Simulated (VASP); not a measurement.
# CuAu (P4/mmm) in VASP: notebook

Runs on CuAu. Level: PBEsol. Tasks: single point.

Everything below comes from runs of VASP 6.6.1. Logs are shortened: lines on timing, memory, paths and dates and some standing lists are left out, and cuts for length are marked.

## 1. The structure

Symmetry: P4/mmm, No. 123, tetragonal system. The conventional cell has a = 2.833 Å, b = 2.833 Å, c = 3.547 Å, α = 90.00°, β = 90.00°, γ = 90.00°. Cu (site symmetry 4/mmm) has 8 Au at 2.68 Å and 4 Cu at 2.83 Å as nearest neighbours. Au (site symmetry 4/mmm) has 8 Cu at 2.68 Å and 4 Au at 2.83 Å as nearest neighbours.

The cell comes from a database or a generator and needn't be the stable form of this composition.

## 2. Single point, PBEsol

The input, INCAR:

```
SYSTEM = CuAu
PREC = Accurate
ENCUT = 700
EDIFF = 1E-6
ISMEAR = 0
SIGMA = 0.1
LREAL = .FALSE.
LASPH = .TRUE.
NELM = 100
ALGO = Fast
ISIF = 2
LWAVE = .FALSE.
LCHARG = .FALSE.
GGA = PS
NBANDS = 18
```

The input, KPOINTS:

```
regular mesh
0
G
  14 14 12
  0 0 0
```

The input, POSCAR:

```
CuAu
1.0
    2.8325200000      0.0000000000      0.0000000000
    0.0000000000      2.8325200000      0.0000000000
    0.0000000000      0.0000000000      3.5471100000
Cu Au
1 1
Direct
    0.5000000000      0.5000000000      0.5000000000
    0.0000000000      0.0000000000      1.0000000000
```

Potentials or basis: VASP PAW PBE potentials, release 64 (Cu, Au).

On the command line:

```console
$ cat potpaw_PBE.64/Cu/POTCAR potpaw_PBE.64/Au/POTCAR > POTCAR
$ mpirun -np 1 vasp_std > vasp.out
```

OUTCAR:

```text
SYSTEM = CuAu
   PREC = Accurate
   ENCUT = 700
   EDIFF = 1E-6
   ISMEAR = 0
   LREAL = .FALSE.
   LASPH = .TRUE.
   NELM = 100
   ISIF = 2
   GGA = PS

 ion  position               nearest neighbor table
   1  0.500  0.500  0.500-   2 2.68   2 2.68   2 2.68   2 2.68   2 2.68   2 2.68   2 2.68   2 2.68

   2  0.000  0.000  0.000-   1 2.68   1 2.68   1 2.68   1 2.68   1 2.68   1 2.68   1 2.68   1 2.68

  LATTYP: Found a simple tetragonal cell.
 ALAT       =     2.8325200000
 C/A-ratio  =     1.2522806547

  Lattice vectors:

 A1 = (   2.8325200000,   0.0000000000,   0.0000000000)
 A2 = (   0.0000000000,   2.8325200000,   0.0000000000)
 A3 = (   0.0000000000,   0.0000000000,   3.5471100000)

Analysis of symmetry for initial positions (statically):
=====================================================================
 Subroutine PRICEL returns:
 Original cell was already a primitive cell.

 Routine SETGRP: Setting up the symmetry group for a
 simple tetragonal supercell.

 Subroutine GETGRP returns: Found 16 space group operations
 (whereof 16 operations were pure point group operations)
 out of a pool of 16 trial point group operations.

The static configuration has the point symmetry D_4h.

Analysis of symmetry for dynamics (positions and initial velocities):
=====================================================================
 Subroutine PRICEL returns:
 Original cell was already a primitive cell.

 Routine SETGRP: Setting up the symmetry group for a
 simple tetragonal supercell.

 Subroutine GETGRP returns: Found 16 space group operations
 (whereof 16 operations were pure point group operations)
 out of a pool of 16 trial point group operations.

The dynamic configuration has the point symmetry D_4h.

 Subroutine INISYM returns: Found 16 space group operations
 (whereof 16 operations are pure point group operations),
 and found     1 'primitive' translations

----------------------------------------------------------------------------------------

                                     Primitive cell

  volume of cell :      28.4591

  direct lattice vectors                    reciprocal lattice vectors
     2.832520000  0.000000000  0.000000000     0.353042520  0.000000000  0.000000000
     0.000000000  2.832520000  0.000000000     0.000000000  0.353042520  0.000000000
     0.000000000  0.000000000  3.547110000     0.000000000  0.000000000  0.281919647

  length of vectors
     2.832520000  2.832520000  3.547110000     0.353042520  0.353042520  0.281919647

  position of ions in fractional coordinates (direct lattice)
     0.500000000  0.500000000  0.500000000
     0.000000000  0.000000000  0.000000000

  ion indices of the primitive-cell ions
   primitive index   ion index
                 1           1
                 2           2

----------------------------------------------------------------------------------------

 KPOINTS: regular mesh

Automatic generation of k-mesh.
 Grid dimensions read from file:
 generate k-points for:   14   14   12

 Generating k-lattice:

  Cartesian coordinates                     Fractional coordinates (reciprocal lattice)
     0.025217323  0.000000000  0.000000000     0.071428571  0.000000000  0.000000000
     0.000000000  0.025217323  0.000000000     0.000000000  0.071428571  0.000000000
     0.000000000  0.000000000  0.023493304     0.000000000  0.000000000  0.083333333

  Length of vectors
     0.025217323  0.025217323  0.023493304

  Shift w.r.t. Gamma in fractional coordinates (k-lattice)
     0.000000000  0.000000000  0.000000000

 Subroutine IBZKPT returns following result:
 ===========================================

 Found    252 irreducible k-points:

 Following reciprocal coordinates:
            Coordinates               Weight
  0.000000  0.000000  0.000000      1.000000
  0.071429  0.000000  0.000000      4.000000
  0.142857  0.000000  0.000000      4.000000
  0.214286  0.000000  0.000000      4.000000
  0.285714  0.000000  0.000000      4.000000
  0.357143  0.000000  0.000000      4.000000
[... 16 lines left out ...]
  0.285714  0.214286  0.000000      8.000000
  0.357143  0.214286  0.000000      8.000000
 [... further k-points ...]
   k-points           NKPTS =    252   k-points in BZ     NKDIM =    252   number of bands    NBANDS=     18
   number of dos      NEDOS =    301   number of ions     NIONS =      2
   total plane-waves  NPLWV =  18432
   dimension x,y,z NGX =    24 NGY =   24 NGZ =   32
   dimension x,y,z NGXF=    48 NGYF=   48 NGZF=   64
   ions per type =               1   1
   NGX,Y,Z   is equivalent  to a cutoff of  14.09, 14.09, 15.00 a.u.
   NGXF,Y,Z  is equivalent  to a cutoff of  28.17, 28.17, 30.00 a.u.
 SYSTEM =  CuAu
   PREC   = accura    normal or accurate (medium, high low for compatibility)
   ISTART =      0    job   : 0-new  1-cont  2-samecut
   ICHARG =      2    charge: 1-file 2-atom 10-const
   ISPIN  =      1    spin polarized calculation?
   LNONCOLLINEAR =      F non collinear calculations
   LSORBIT =      F    spin-orbit coupling
   LASPH  =      T    aspherical Exc in radial PAW
   ENCUT  =  700.0 eV  51.45 Ry    7.17 a.u.   6.11  6.11  7.65*2*pi/ulx,y,z
   NELM   =    100;   NELMIN=  2; NELMDL= -5     # of ELM steps
   EDIFF  = 0.1E-05   stopping-criterion for ELM
   LREAL  =      F    real-space projection
   EDIFFG = 0.1E-04   stopping-criterion for IOM
   NSW    =      0    number of steps for IOM
   IBRION =     -1    ionic relax: 0-MD 1-quasi-New 2-CG
   NFREE  =      0    steps in history (QN), initial steepest desc. (CG)
   ISIF   =      2    stress and relaxation
   ISYM   =      2    0-nonsym 1-usesym 2-fastsym
   POTIM  = 0.5000    time-step for ionic-motion
   TEBEG  =    0.0;   TEEND  =   0.0 temperature during run
   PSTRESS=    0.0 pullay stress
   NELECT =      22.0000    total number of electrons
   NUPDOWN=      -1.0000    fix difference up-down
   EMIN   =  10.00;   EMAX   =-10.00  energy-range for DOS
   EFERMI =   0.00;   METHOD = LEGACY
   ISMEAR =     0;   SIGMA  =   0.10  broadening in eV -4-tet -1-fermi 0-gaus
   EFERMI_NEDOS =   21; number of points for ismear=-14 and -15
   IALGO  =     68    algorithm
   IMIX   =      4    mixing-type and parameters
     AMIX     =   0.40;   BMIX     =  1.00
     AMIX_MAG =   1.60;   BMIX_MAG =  1.00
  volume/ion in A,a.u.               =      14.23        96.03
  Fermi-wavevector in a.u.,A,eV,Ry     =   1.502481  2.839276 30.714441  2.257448
  Thomas-Fermi vector in A             =   2.613716
   LORBIT       =      0    0 simple, 1 ext, 2 COOP (PROOUT), +10 PAW based schemes
   GGA     = PS    functional components
   LHFCALC =     F    Hartree Fock is set to
   AEXX    =    0.0000 exact exchange contribution
   IVDW    =     0    specifies the selected vdW correction
   LEPSILON=     F    determine dielectric tensor
   LRPA    =     F    only Hartree local field effects (RPA)
 non-spin polarized calculation
 RMM-DIIS sequential band-by-band and
 Gauss-broadening in eV      SIGMA  =   0.10
  energy-cutoff  :      700.00
  volume of cell :       28.46
 maximum number of plane-waves:      1224
   NGX = 13   NGY = 13   NGZ = 15

 number of electron      22.0000001 magnetization

 Free energy of the ion-electron system (eV)
  ---------------------------------------------------
  ext. energy  EPLUGINS =         0.00000000
  ---------------------------------------------------
  free energy    TOTEN  =        -8.36116914 eV

  energy without entropy =       -8.35904919  energy(sigma->0) =       -8.36010917

 E-fermi :   8.8725     XC(G=0): -12.9696

 val. band max:        8.8618000531   @ k =   0.3571   0.1429   0.5000
 cond. band min:       8.8952277982   @ k =   0.5000   0.1429   0.2500
 fundamental gap:      0.0334277451
 Fermi energy:         8.8724916270

 k-point     1 :       0.0000    0.0000    0.0000
  band No.  band energies     occupation
      1      -1.1435      2.00000
      2       2.1974      2.00000
      3       2.3194      2.00000
      4       4.6848      2.00000
      5       4.6848      2.00000
      6       5.6755      2.00000
[... 10 lines left out ...]
     17      25.3971      0.00000
     18      26.5005      0.00000

 k-point     2 :       0.0714    0.0000    0.0000
  band No.  band energies     occupation
      1      -1.0261      2.00000
      2       2.2566      2.00000
      3       2.3837      2.00000
      4       4.6242      2.00000
      5       4.7138      2.00000
      6       5.6301      2.00000
[... 10 lines left out ...]
     17      26.2879      0.00000
     18      26.5639      0.00000

 k-point     3 :       0.1429    0.0000    0.0000
  band No.  band energies     occupation
      1      -0.6842      2.00000
      2       2.3894      2.00000
      3       2.6086      2.00000
      4       4.4494      2.00000
      5       4.7987      2.00000
      6       5.4995      2.00000
[... 10 lines left out ...]
     17      26.5990      0.00000
     18      28.4117      0.00000

 k-point     4 :       0.2143    0.0000    0.0000
  band No.  band energies     occupation
      1      -0.1498      2.00000
      2       2.5657      2.00000
      3       2.9826      2.00000
      4       4.1885      2.00000
      5       4.9328      2.00000
      6       5.3035      2.00000
[... 10 lines left out ...]
     17      26.0992      0.00000
     18      27.7469      0.00000

 k-point     5 :       0.2857    0.0000    0.0000
  band No.  band energies     occupation
      1       0.5176      2.00000
      2       2.7819      2.00000
      3       3.4306      2.00000
      4       3.8956      2.00000
      5       5.0800      2.00000
      6       5.1040      2.00000
[... 10 lines left out ...]
     17      24.8747      0.00000
     18      26.8370      0.00000

 k-point     6 :       0.3571    0.0000    0.0000
  band No.  band energies     occupation
      1       1.2159      2.00000
      2       3.0247      2.00000
      3       3.6348      2.00000
      4       3.8403      2.00000
      5       4.8772      2.00000
      6       5.2907      2.00000
[... 10 lines left out ...]
     17      23.3355      0.00000
     18      25.7108      0.00000

 k-point     7 :       0.4286    0.0000    0.0000
  band No.  band energies     occupation
      1       1.7747      2.00000
      2       3.2704      2.00000
      3       3.4583      2.00000
      4       4.0776      2.00000
      5       4.7374      2.00000
      6       5.4532      2.00000
[... 10 lines left out ...]
     17      24.1328      0.00000
     18      24.8460      0.00000

 k-point     8 :       0.5000    0.0000    0.0000
  band No.  band energies     occupation
      1       1.9906      2.00000
      2       3.3962      2.00000
      3       3.4034      2.00000
      4       4.1236      2.00000
      5       4.6878      2.00000
      6       5.5231      2.00000
[... 10 lines left out ...]
     17      24.5413      0.00000
     18      25.4886      0.00000
[... 229 lines left out ...]
     17      23.3386      0.00000
     18      24.7748      0.00000

 k-point    20 :       0.4286    0.1429    0.0000
  band No.  band energies     occupation
      1       2.2038      2.00000
      2       3.3728      2.00000
      3       3.3901      2.00000
      4       3.4504      2.00000
      5       4.5681      2.00000
      6       5.2016      2.00000
[... 10 lines left out ...]
     17      22.1121      0.00000
     18      23.7260      0.00000

 k-point    21 :       0.5000    0.1429    0.0000
  band No.  band energies     occupation
      1       2.4941      2.00000
      2       3.2443      2.00000
      3       3.3095      2.00000
      4       3.5068      2.00000
      5       4.5591      2.00000
      6       5.2990      2.00000
[... 10 lines left out ...]
     17      21.6012      0.00000
     18      23.3364      0.00000

 k-point    22 :       0.2143    0.2143    0.0000
  band No.  band energies     occupation
      1       0.7843      2.00000
      2       3.1105      2.00000
      3       3.3433      2.00000
      4       3.9728      2.00000
      5       4.3901      2.00000
      6       4.7940      2.00000
[... 10 lines left out ...]
     17      26.1910      0.00000
     18      26.2339      0.00000

 k-point    23 :       0.2857    0.2143    0.0000
  band No.  band energies     occupation
      1       1.3653      2.00000
      2       3.2008      2.00000
      3       3.6948      2.00000
      4       3.7318      2.00000
      5       4.2101      2.00000
      6       4.7637      2.00000
[... 10 lines left out ...]
     17      24.7493      0.00000
     18      24.7999      0.00000

 k-point    24 :       0.3571    0.2143    0.0000
  band No.  band energies     occupation
      1       1.9367      2.00000
      2       3.1902      2.00000
      3       3.4710      2.00000
      4       3.8245      2.00000
      5       4.1157      2.00000
      6       5.1508      2.00000
[... 10 lines left out ...]
     17      23.2594      0.00000
     18      23.6370      0.00000

 [... further k-points ...]

------------------------ aborting loop because EDIFF is reached ----------------------------------------

  FORCE on cell =-STRESS in cart. coord.  units (eV):
  Direction    XX          YY          ZZ          XY          YZ          ZX
  --------------------------------------------------------------------------------------
  -------------------------------------------------------------------------------------
  Total        0.0057995      0.0057995     -0.0013738      0.0000000      0.0000000      0.0000000
  in kB        0.3264973      0.3264973     -0.0773394      0.0000000      0.0000000      0.0000000
  external PRESSURE =       0.1918851 kB  Pullay stress =       0.0000000 kB

 VOLUME and BASIS-vectors are now :
 -----------------------------------------------------------------------------
  energy-cutoff  :      700.00
  volume of cell :       28.46
      direct lattice vectors                 reciprocal lattice vectors
     2.832520000  0.000000000  0.000000000     0.353042520  0.000000000  0.000000000
     0.000000000  2.832520000  0.000000000     0.000000000  0.353042520  0.000000000
     0.000000000  0.000000000  3.547110000     0.000000000  0.000000000  0.281919647

 POSITION                                       TOTAL-FORCE (eV/Angst)
 -----------------------------------------------------------------------------------
      1.41626      1.41626      1.77355         0.000000      0.000000      0.000000
      0.00000      0.00000      0.00000         0.000000      0.000000      0.000000
 -----------------------------------------------------------------------------------
    total drift:                                0.000000      0.000000     -0.000000

  FREE ENERGIE OF THE ION-ELECTRON SYSTEM (eV)
  ---------------------------------------------------
  free  energy   TOTEN  =        -8.3611691429 eV

  energy  without entropy=       -8.3590491949  energy(sigma->0) =       -8.36010917
```

Run time: 78 s. Hardware: 1 thread of Intel Xeon 6975P-C (Granite Rapids), shared host; peak memory 0.32 GiB.

What came out:

```yaml
Free_energy: -8.3612 eV
Pressure: 0.0 GPa
Band_gap_on_the_k_mesh: none (metal or under the smearing width)
```

Caveat: the PAW data sets were made with another functional, which shifts forces and pressure a little. Spin-orbit coupling is left out, which matters for the levels of Au.

## 3. Single point, PBEsol

INCAR: that of step 2 with these lines changed.

```diff
@@ -2,3 +2,3 @@
 PREC = Accurate
-ENCUT = 700
+ENCUT = 520
 EDIFF = 1E-6
```

The input, KPOINTS:

```
regular mesh
0
G
  22 22 18
  0 0 0
```

POSCAR is that of step 2.

Potentials or basis: VASP PAW PBE potentials, release 64 (Cu, Au).

On the command line:

```console
$ cat potpaw_PBE.64/Cu/POTCAR potpaw_PBE.64/Au/POTCAR > POTCAR
$ mpirun -np 1 vasp_std > vasp.out
```

It took 2.7 min on 1 thread of Intel Xeon 6975P-C (Granite Rapids), shared host; peak memory 0.5 GiB.

The run converged. Its results:

| Property | Result |
| --- | --- |
| Free energy | -8.3570 eV |
| Pressure | -0.2 GPa |
| Band gap on the k mesh | none (metal or under the smearing width) |

Stress tensor (GPa, compression positive):
```
-0.40  0.00  0.00
 0.00 -0.40  0.00
 0.00  0.00  0.17
```

Levels at points of the mesh, in eV from the Fermi level:
| k point | band 9 | band 10 | band 11 | band 12 | band 13 | band 14 |
| --- | --- | --- | --- | --- | --- | --- |
| (0.00, 0.00, 0.00) | -1.72 | -1.49 | -1.49 | 2.70 | 9.07 | 9.48 |
| (0.50, 0.00, 0.00) | -2.52 | -2.30 | -1.02 | -0.36 | 10.04 | 10.10 |
| (0.50, 0.50, 0.00) | -1.35 | -1.35 | 0.29 | 0.29 | 4.82 | 6.74 |
| (0.00, 0.00, 0.50) | -2.46 | -2.46 | -2.31 | -2.10 | 14.08 | 14.43 |
| (0.50, 0.00, 0.50) | -1.57 | -1.51 | -1.17 | -1.16 | 2.69 | 4.65 |
| (0.50, 0.50, 0.50) | -1.79 | -1.74 | 5.20 | 5.51 | 5.51 | 5.94 |

Caveat: the PAW data sets were made with another functional, which shifts forces and pressure a little. The run has no spin-orbit coupling, so splittings on Au are missing.

## 4. Single point, PBEsol

INCAR: that of step 3 with these lines changed.

```diff
@@ -5,3 +5,3 @@
 ISMEAR = 0
-SIGMA = 0.1
+SIGMA = 0.5
 LREAL = .FALSE.
```

The input, KPOINTS:

```
regular mesh
0
G
  14 14 12
  0 0 0
```

POSCAR is that of step 3.

On the command line:

```console
$ cat potpaw_PBE.64/Cu/POTCAR potpaw_PBE.64/Au/POTCAR > POTCAR
$ mpirun -np 1 vasp_std > vasp.out
```

It took 54 s on 1 thread of Intel Xeon 6975P-C (Granite Rapids), shared host; peak memory 0.25 GiB.

Results (log left out):

| Property | Result |
| --- | --- |
| Free energy | -8.3935 eV |
| Pressure | -0.1 GPa |
| Band gap on the k mesh | none (metal or under the smearing width) |

Stress tensor (GPa, compression positive):
```
-0.17  0.00  0.00
 0.00 -0.17  0.00
 0.00  0.00  0.17
```

Levels at points of the mesh, in eV from the Fermi level:
```
           k point  band 7  band 8  band 9  band 10  band 11  band 12  band 13  band 14  band 15  band 16
(0.00, 0.00, 0.00)   -2.79   -2.11   -1.70    -1.48    -1.48     2.72     9.08     9.50     9.50    16.49
(0.50, 0.00, 0.00)   -3.07   -3.06   -2.51    -2.30    -1.01    -0.34    10.06    10.11    11.92    12.23
(0.50, 0.50, 0.00)   -1.76   -1.74   -1.34    -1.34     0.31     0.31     4.84     6.76    10.51    12.02
(0.00, 0.00, 0.50)   -3.28   -2.85   -2.45    -2.45    -2.31    -2.09    14.10    14.45    14.45    15.16
(0.50, 0.00, 0.50)   -1.95   -1.81   -1.56    -1.50    -1.15    -1.14     2.71     4.67    15.63    15.79
(0.50, 0.50, 0.50)   -3.09   -2.17   -1.77    -1.73     5.22     5.53     5.53     5.97     6.73     7.27
```

Caveat: the PAW data sets were made with another functional, which shifts forces and pressure a little. The run has no spin-orbit coupling, so splittings on Au are missing.

## 5. Overview

```csv
k mesh,cutoff (eV),smearing,gap on the mesh (eV),pressure (GPa)
14 × 14 × 12,700,gaussian 0.1 eV,none,0.0
22 × 22 × 18,520,gaussian 0.1 eV,none,-0.2
14 × 14 × 12,520,gaussian 0.5 eV,none,-0.1
```

Alike in all rows: task single point; level PBEsol; potentials or basis VASP PAW PBE potentials, release 64 (Cu, Au); no spin polarisation; cell as given.

Every run on the cell as given and a fine mesh finds a metal.

Caveats: the PAW data sets were made with another functional, which shifts forces and pressure a little.

Absolute energies hang on the potentials; compare differences alone.
